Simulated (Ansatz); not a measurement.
# Black arsenene monolayer in a perpendicular field, part 2 of 2

What dipole does a perpendicular field induce in the black arsenene monolayer, and does the gap follow? A positive field points along +c.

Ansatz 0.2.0; plane-wave DFT, PBE-D3(BJ), Ansatz PAW (set soft_1); PAW set soft_1.

So far. Step 2 (Relaxation): The lattice constant a goes from 4.750 to 4.512 Å.

### 3. Atoms held, field 0

A sawtooth potential applies the field, turning back in the middle of the vacuum. With the dipole correction the typed value is the field outside the slab. The induced dipole is small, so the SCF threshold is tight.

The cell differs from the one that the last finished run ended in (c 35.980 → 20.405 Å).

Contents of input.yaml:

```yaml
crystal:
  lattice:
    - [4.5118682076, 0.0, 0.0]
    - [0.0, 3.6982364802, 0.0]
    - [0.0, 0.0, 20.4051528433]
  atoms:
    - { symbol: As, position: [0.062791138, 0.0, 0.4410650618] }
    - { symbol: As, position: [0.4372944687, 0.5, 0.441065743] }
    - { symbol: As, position: [0.937208862, 0.0, 0.5589349382] }
    - { symbol: As, position: [0.5627055313, 0.5, 0.558934257] }
kpoints:
  mp_grid: { grid: [10, 12, 1] }
  band_path:
    path:
      - [0, 0, 0]
      - [0.5, 0, 0]
      - [0.5, 0.5, 0]
      - [0, 0, 0]
      - [0, 0.5, 0]
      - [0.5, 0.5, 0]
    npoints: 16
hamiltonian:
  xc: pbe
  dispersion: d3bj
  pseudopotentials: { kind: paw, azcp: { folder: soft_1 } }
scf:
  occupations: { method: fermi_dirac, width: 0.02585 }
  convergence: { dr2_threshold: 1.0e-10 }
efield:
  axis: 3
  dipole_correction: true
  ramp_position: 0.97
  ramp_width: 0.06
  amplitude: 0
output:
  dos: { projected: true, e_range: [-6, 5] }
  write_potential: true
  write_density: true
  volumetric_format: npy
  elf: true
```

Launch:

```sh
$ ansatz run input.yaml --threads 2 --pin off --max-ram 3072MiB --backend cpu --events-out ev --progress --plain --runs-dir out
```

Numbers of over 12 decimals in the logs are rounded to 6 here.

The log of the run:

```text
[...]
Crystal: 4 atoms, lattice volume = 340.479 Å³
Basis set: ecut = 420 eV, 6655 PW (Γ)
Bands: 36, of which v1, the nominal top of the filled ones, is band 30 counted from 1 (29 counted from 0)
Symmetry: 2 space group operations
k-points: 42 of 120 (time reversal used)
[...]
SCF iter   1: F=—  HF=-19425.504088 eV  |F-HF|=—  |Δ(HF+E_count)|=         —  Δρ=1.42e-2  dr2=5.57e-1  ethr=9.23e-4  p=0.000 e·Å  D=1.70e-14 V/Å  ΔV_dip=-0.00 eV  dr2_dipole=9.30e-14  V_vac-E_F(+/−)=5.01/5.01 eV  ⟨swp⟩=1.0  Hψ=8454  notcnv=0
efield: sawtooth ramp at fractional position 0.9700 (set: `efield.ramp_position`, or a place that a band, a saddle search or an elastic batch's reference lends), width 0.0600; the density the first Hamiltonian is built on has a dipole p = 0.000 e·Å; the dipole correction subtracts the counter field D = 1.70e-14 V/Å, which shifts the + side's vacuum level by -0.00 eV against the − side's; the planar-averaged density in the ramp window peaks in size at 8.2e-7 e/Å³
[...]
SCF iter   2: F=—  HF=-19425.437067 eV  |F-HF|=—  |Δ(HF+E_count)|=   6.70e-2  Δρ=7.65e-3  dr2=1.57e-1  ethr=9.23e-4  p=0.000 e·Å  D=8.88e-8 V/Å  ΔV_dip=-0.00 eV  dr2_dipole=2.56e-13  V_vac-E_F(+/−)=4.55/4.55 eV  ⟨swp⟩=3.0  Hψ=2025  notcnv=0  defer=3
[...]
SCF iter  11: F=-19425.419459 eV  HF=-19425.419459 eV  |F-HF|=7.28e-12  |Δ(HF+E_count)|=  3.20e-10  Δρ=8.36e-8  dr2=2.58e-11  ethr=1.00e-12  p=-0.000 e·Å  D=-4.24e-8 V/Å  ΔV_dip=0.00 eV  dr2_dipole=3.15e-13  V_vac-E_F(+/−)=4.04/4.04 eV  ⟨swp⟩=4.8  Hψ=4478  notcnv=0
the search or the solves at the SCF's close seem to have found levels that the self-consistency loop had missed (the run counts 1). By its estimate they hold under 1e-12 electrons; where the run keeps them, the occupations were computed again with them
SCF 1 converged in 11 iterations: F = -19425.419459 eV  dr2 = 2.58e-11
[...]
NSCF: frozen V_eff on 81 k-points
efield: sawtooth ramp at fractional position 0.9700 (kept from the solve that this one continues, or follows in the run), width 0.0600; the density the first Hamiltonian is built on has a dipole p = -0.000 e·Å; the dipole correction subtracts the counter field D = -4.24e-8 V/Å, which shifts the + side's vacuum level by +0.00 eV against the − side's; the planar-averaged density in the ramp window peaks in size at 8.3e-7 e/Å³
WARN: The output density's exchange-correlation potential varies sharply where the density is thin. Do not read a vacuum level from v_tot or v_xc, or from such a field of the output density. On a cell that repeats whose density bears no net charge and no dipole along the vacuum's axis use v_es (v_loc + v_h of the components); under efield.dipole_correction with no amplitude use v_es + v_field, which holds any externa [...]
SCF converged after 11 iterations
Free energy (F): -19425.419459 eV
[...]
Internal energy: -19425.419458 eV  (E = F + TS)
E sigma→0 (E₀):  -19425.419459 eV
Entropy (-TS):   -0.000001 eV (-0.000 meV/atom)
Fermi energy:    -0.467031 eV
Dipole field:    D = -0.000001 V/Å  (p = -0.000001 e·Å, saw-weighted, corrected)
Work function:   Φ+ = 4.0428 eV   Φ− = 4.0428 eV
Levels:          The Fermi level and band energies are counted from a zero that moves with the ramp; work functions are not
[...]
--- Band table (eV; the first three rows and the last of 42) ---
  k-point 0: bands = [... 26 lower, -3.8575, -2.6666, -2.1948, -0.9490, -0.2335, 1.1895, 1.7628, 2.4672, ... 2 higher]
  k-point 1: bands = [... 26 lower, -4.0624, -2.6190, -2.4078, -1.0107, -0.1677, 1.6492, 2.0427, 2.0616, ... 2 higher]
  k-point 2: bands = [... 26 lower, -4.4387, -2.7648, -2.4943, -1.2049, 0.0273, 1.2128, 2.2471, 2.6865, ... 2 higher]
  k-point 41: bands = [... 26 lower, -4.9201, -4.9196, -2.4956, -2.4946, 1.7568, 1.7582, 3.8742, 3.8744, ... 2 higher]
```

The job ended after 47 s (2 threads of Arm Neoverse V1, shared host; peak memory 0.9 GiB).

Reading the cycles: dr2 is the Hartree energy of the density residual (eV), the measure of convergence; HF is the Harris–Foulkes estimate of the energy, which meets the free energy F at convergence.

This step gave:

```
dipole along the normal            : -1.17e-6 e·Å
gap along the path                 : 0.3869 eV
smallest direct gap along the path : 0.5162 eV
ionisation energy, upper face      : 4.196 eV
electron affinity, upper face      : 3.809 eV
gap, the smaller of path and mesh  : 0.3869 eV
```

Running mean over a fixed 2.7 Å (it still follows the layers) of the planar mean; the ramp of the sawtooth is left out. The electron's electrostatic potential energy less the Fermi level by z:

```tsv
z (Å)	electron's electrostatic potential energy less the Fermi level (eV)
3.0	4.04
3.5	4.04
4.0	4.04
4.5	4.04
5.0	4.04
5.5	4.03
6.0	3.98
6.5	3.79
7.0	2.94
7.5	1.43
8.0	-0.0217
8.5	-1.53
9.0	-2.17
9.5	-2.87
10.0	-3.04
10.5	-3.06
11.0	-2.72
11.5	-2.07
12.0	-1.29
12.5	0.279
13.0	1.71
13.5	3.19
14.0	3.85
14.5	4.00
15.0	4.03
15.5	4.04
16.0	4.04
16.5	4.04
17.0	4.04
17.5	4.04
```

The density of states has structure finer than the step of the table below, so its rows give means over 0.25 eV, whole bins alone (the curve runs from -6 to 2.22 eV). Peaks (eV: height): -4.290: 4.29, -2.360: 3.57, -2.200: 4.66, -1.370: 3.87, 1.420: 3.80, 1.910: 4.97, 2.160: 4.69.

Density of states against energy, zero at the Fermi level of the run, which the smearing sets inside the gap; means over each step:

```tsv
energy (eV)	density of states (states/eV a cell)
-5.75	0
-5.50	1.36
-5.25	1.50
-5.00	1.83
-4.75	2.24
-4.50	2.86
-4.25	3.68
-4.00	2.41
-3.75	1.88
-3.50	2.39
-3.25	2.69
-3.00	2.45
-2.75	2.48
-2.50	2.58
-2.25	3.63
-2.00	3.44
-1.75	2.92
-1.50	2.91
-1.25	1.95
-1.00	1.28
-0.75	0.994
-0.50	0.489
-0.25	0.0476
0.00	0
0.25	0.157
0.50	0.751
0.75	2.26
1.00	2.47
1.25	2.82
1.50	3.01
1.75	2.50
2.00	4.19
```

Projected DOS per atom over height of the atomic layer and energy from the Fermi level. Layers: As2 As2 from below.

Values in states/eV, 22 rows by 2 columns, each cell a mean:
```
0.95 0.95
0.61 0.61
0.71 0.71
0.61 0.61
0.29 0.29
0.03 0.03
0.01 0.01
0.15 0.15
0.29 0.29
0.56 0.56
0.70 0.70
0.89 0.89
0.70 0.70
0.60 0.60
0.65 0.65
0.55 0.55
0.55 0.55
0.87 0.87
0.57 0.57
0.42 0.42
0.34 0.34
0.01 0.01
```
Columns: height of the atomic layer (Å) from 9.00 to 11.4; rows upwards: energy from the Fermi level (eV) from -5.96 to 2.23.

The electronic bands at the labelled points (eV, zero at the Fermi level of the run, which the smearing sets inside the gap):

```tsv
point	band 27	band 28	band 29	band 30	band 31	band 32	band 33	band 34
Γ	-3.39	-2.20	-1.73	-0.48	0.23	1.66	2.23	2.93
halfway	-3.06	-1.74	-1.67	-0.95	1.01	1.16	2.01	2.21
X	-2.26	-2.25	-1.05	-1.05	1.09	1.09	2.23	2.23
halfway	-3.18	-3.18	-1.82	-1.82	2.26	2.26	3.03	3.04
S	-4.45	-4.45	-2.03	-2.03	2.22	2.23	4.34	4.34
halfway	-3.48	-2.26	-2.00	-1.40	1.14	1.49	1.97	3.61
Γ	-3.39	-2.20	-1.73	-0.48	0.23	1.66	2.23	2.93
halfway	-3.77	-2.49	-1.90	-1.07	0.81	0.87	2.20	2.82
Y	-2.64	-2.63	-2.31	-2.31	0.79	0.79	1.16	1.16
halfway	-3.69	-3.69	-2.02	-2.02	1.71	1.71	2.60	2.60
S	-4.45	-4.45	-2.03	-2.03	2.22	2.23	4.34	4.34
```

ELF in the ca plane at fractional y = 0.000, with atoms of As within 0.2 Å of it. It is the smooth field of the valence electrons, not physical close to the nuclei.

Ten even steps from '0' (0.00) to '9' (0.87), each cell a mean:
```
00000000000000000148999656786311699741000000
00000000000000000025899887666422677520000000
00000000000000000001357764345555654200000000
00000000000000000000011111113455421000000000
00000000000000000000000000001232210000000000
00000000000000000000000000000111000000000000
00000000000000000000001121100000000000000000
00000000000000000000013444210000000000000000
00000000000000000001245555421234431000000000
00000000000000000013576435555678986310000000
00000000000000000136886113677778999741000000
00000000000000000258997213787524899852000000
```
Columns run along c (16.0 Å, from fractional 0.02 to 0.80 of the cell), rows up along a (4.5 Å). Atoms in or near the plane, at fractional coordinates: As at (0.44, 0.06), As at (0.56, 0.94).

Electrostatic potential energy in the ca plane at fractional y = 0.000, with atoms of As within 0.2 Å of it. With pseudopotentials it is smooth inside the atoms' cores, unlike the true potential.

Values in eV, 7 rows by 16 columns, each cell a mean:
```
  4   4   4   4   4   4   4   1 -12 -10  -9  -3  -4   3   4   4
  4   4   4   4   4   4   4   3   0   0  -8 -12   0   3   4   4
  4   4   4   4   4   4   4   3   3   2   1   0   2   3   4   4
  4   4   4   4   4   4   3   3   2   2   2   2   3   4   4   4
  4   4   4   4   4   4   3   2  -3  -1   2   2   3   4   4   4
  4   4   4   4   4   4   3  -1 -11 -10  -2  -4   3   4   4   4
  4   4   4   4   4   4   3  -4  -2  -9 -11  -9  -1   4   4   4
```
Columns run along c (16.0 Å, from fractional 0.02 to 0.80 of the cell; values clipped at the 3rd and 97th percentile), rows up along a (4.5 Å). Atoms in or near the plane, at fractional coordinates: As at (0.44, 0.06), As at (0.56, 0.94).

Valence density in the ca plane at fractional y = 0.000, with atoms of As within 0.2 Å of it. It is the smooth field of the valence electrons, not physical close to the nuclei.

Ten steps, logarithmic in the rise over the least value, from '0' (0 e/Å³) to '9' (34 e/Å³), each cell a mean:
```
00000000000000000000012453212799510000000000
00000000000000000000001121112577310000000000
00000000000000000000000000001232110000000000
00000000000000000000000000000111100000000000
00000000000000000000000000000000000000000000
00000000000000000000000000000000000000000000
00000000000000000000000000000000000000000000
00000000000000000000000110000000000000000000
00000000000000000000001121100000000000000000
00000000000000000000012553111111100000000000
00000000000000000000014896211233210000000000
00000000000000000000014896222577310000000000
```
Columns run along c (16.0 Å, from fractional 0.02 to 0.80 of the cell), rows up along a (4.5 Å). Atoms in or near the plane, at fractional coordinates: As at (0.44, 0.06), As at (0.56, 0.94).

The gap is 0.39 eV, with the valence edge 4.20 eV and the conduction edge 3.81 eV under the upper vacuum level.

### 4. Atoms held, field 0.1 V/Å

input.yaml: that of step 3 with these lines changed.

```diff
@@ -31,7 +31,6 @@
   dipole_correction: true
-  ramp_position: 0.97
-  ramp_width: 0.06
-  amplitude: 0
+  ramp_position: 0.9456
+  ramp_width: 0.1088
+  amplitude: 0.1
 output:
-  dos: { projected: true, e_range: [-6, 5] }
   write_potential: true
@@ -39,2 +38 @@
   volumetric_format: npy
-  elf: true
```

The log of the run:

```text
[...]
Crystal: 4 atoms, lattice volume = 340.479 Å³
Basis set: ecut = 420 eV, 6655 PW (Γ)
Bands: 36, of which v1, the nominal top of the filled ones, is band 30 counted from 1 (29 counted from 0)
Symmetry: 2 space group operations
k-points: 42 of 120 (time reversal used)
[...]
k-point 0: bands = [... 26 lower, -3.8580, -2.6671, -2.1953, -0.9495, -0.2346, 1.1889, 1.7624, 2.4667, ... 2 higher]
  k-point 1: bands = [... 26 lower, -4.0630, -2.6196, -2.4083, -1.0112, -0.1689, 1.6486, 2.0422, 2.0611, ... 2 higher]
  k-point 2: bands = [... 26 lower, -4.4392, -2.7652, -2.4948, -1.2054, 0.0262, 1.2123, 2.2466, 2.6860, ... 2 higher]
  k-point 41: bands = [... 26 lower, -4.9206, -4.9201, -2.4961, -2.4951, 1.7561, 1.7575, 3.8736, 3.8739, ... 2 higher]
[key lines of the parts left out:]
SCF converged after 11 iterations
Free energy (F): -19425.421778 eV
Fermi energy:    -0.467872 eV
Dipole field:    D = 0.024645 V/Å  (p = 0.046373 e·Å, saw-weighted, corrected)
```

It took 46 s on 2 threads; peak memory 0.8 GiB.

The dipole is 0.0464 e·Å, and the gap 0.386 eV.

### 5. Atoms held, field -0.1 V/Å

input.yaml: that of step 4 with these lines changed.

```diff
@@ -33,3 +33,3 @@
   ramp_width: 0.1088
-  amplitude: 0.1
+  amplitude: -0.1
 output:
```

The log of the run:

```text
[...]
Crystal: 4 atoms, lattice volume = 340.479 Å³
Basis set: ecut = 420 eV, 6655 PW (Γ)
Bands: 36, of which v1, the nominal top of the filled ones, is band 30 counted from 1 (29 counted from 0)
Symmetry: 2 space group operations
k-points: 42 of 120 (time reversal used)
[...]
k-point 0: bands = [... 26 lower, -3.8580, -2.6671, -2.1953, -0.9495, -0.2346, 1.1889, 1.7624, 2.4667, ... 2 higher]
  k-point 1: bands = [... 26 lower, -4.0630, -2.6196, -2.4083, -1.0112, -0.1689, 1.6486, 2.0422, 2.0611, ... 2 higher]
  k-point 2: bands = [... 26 lower, -4.4392, -2.7652, -2.4948, -1.2054, 0.0262, 1.2123, 2.2466, 2.6860, ... 2 higher]
  k-point 41: bands = [... 26 lower, -4.9206, -4.9201, -2.4961, -2.4951, 1.7561, 1.7575, 3.8736, 3.8739, ... 2 higher]
[key lines of the parts left out:]
SCF converged after 11 iterations
Free energy (F): -19425.421778 eV
Fermi energy:    -0.467872 eV
Dipole field:    D = -0.024645 V/Å  (p = -0.046373 e·Å, saw-weighted, corrected)
```

Wall time 46 s (2 threads); peak memory 0.8 GiB; 91 s of CPU time.

The dipole is -0.0464 e·Å, and the gap 0.386 eV.

### 6. Response, atoms held

This step: plane-wave DFT, PBE-D3(BJ), Ansatz PAW (set soft_1); response to a field along the normal, atoms held; PAW set soft_1 (Ansatz 0.2.0).

The dipoles give the slope, and the difference of two potentials shows where the field is screened.

This step gave:

- equivalent conductor thickness p/(ε₀AE): 5.029 Å
- distance between the outer atoms: 2.405 Å

Dipole of the cell against applied field:

```tsv
applied field (V/Å)	dipole of the cell (e·Å)
-0.1000	-0.0464
0.0000	-1.2e-6
0.1000	0.0464
```

Local field over the applied field, running mean. From the potentials at -0.1 and 0.1 V/Å; running mean over 2.5 Å. The local field over applied field by z:

```tsv
z (Å)	local field over applied field
4.5	0.998
5.0	0.994
5.5	0.983
6.0	0.954
6.5	0.883
7.0	0.746
7.5	0.560
8.0	0.381
8.5	0.223
9.0	0.0927
9.5	0.0308
10.0	0.0351
10.5	0.0333
11.0	0.0363
11.5	0.113
12.0	0.252
12.5	0.413
13.0	0.596
13.5	0.777
14.0	0.901
14.5	0.962
15.0	0.986
15.5	0.995
16.0	0.998
```

Electrons, planar mean, per unit field. The induced electron density by z:

```tsv
z (Å)	induced electron density (e/Å³ per V/Å)
4.5	7.9e-6
5.0	2.5e-5
5.5	7.5e-5
6.0	2.2e-4
6.5	5.9e-4
7.0	0.00150
7.5	0.00316
8.0	0.00412
8.5	0.00115
9.0	-7.4e-4
9.5	6.7e-4
10.0	7.3e-4
10.5	-0.00102
11.0	-1.7e-4
11.5	6.3e-4
12.0	-0.00197
12.5	-0.00418
13.0	-0.00281
13.5	-0.00127
14.0	-4.9e-4
14.5	-1.8e-4
15.0	-6.1e-5
15.5	-2.0e-5
16.0	-6.4e-6
```

The smaller of the gaps on the path and on the k-mesh, counted as 0 under 0.03 eV. The gap stays at 0.387 eV for applied field from -0.1 to 0.1 V/Å.

By hand: between -0.1 and 0.1 V/Å the dipole changes by 0.09275 e·Å, a slope of 0.4637 e·Å²/V. A perfect conductor of thickness t has p = ε₀AEt, so t = 180.95 × 0.4637 / 16.686 = 5.03 Å (e/ε₀ = 180.95 V·Å, A in Å²).

The induced dipole is that of a conductor 5.03 Å thick.

### 7. What came out

| Item | Value |
| --- | --- |
| gap without field | 0.387 eV |
| ionisation energy, upper face | 4.20 eV |
| electron affinity, upper face | 3.81 eV |
| equivalent conductor thickness, atoms held | 5.03 Å |

The induced dipole equals that of a perfect conductor 5.03 Å thick, while the outer atoms lie 2.41 Å apart; an out-of-plane ε follows only once a thickness t is chosen, by 1 − 1/ε = 5.03 Å / t. The gap stays within 0.01 eV of 0.39 eV over the fields run, up to 0.1 V/Å in size. Semilocal functionals give gaps that are too small, and excitons are not included. Spin-orbit coupling is left out.

[Logs are printed without paths, hosts, clocks, repeated set-up lines and the standing remarks that a program may print on its own settings, such as how far it seeks lower states.]

[Hosts, paths, dates, database ids (printed as entryN), source tags and the programs' standing remarks are cut or masked in the printed files.]

[Maps of the electrostatic potential energy from Ansatz leave out the sawtooth potential of an applied field or a dipole correction, so their vacuum need not be flat; planar profiles and work functions include it.]
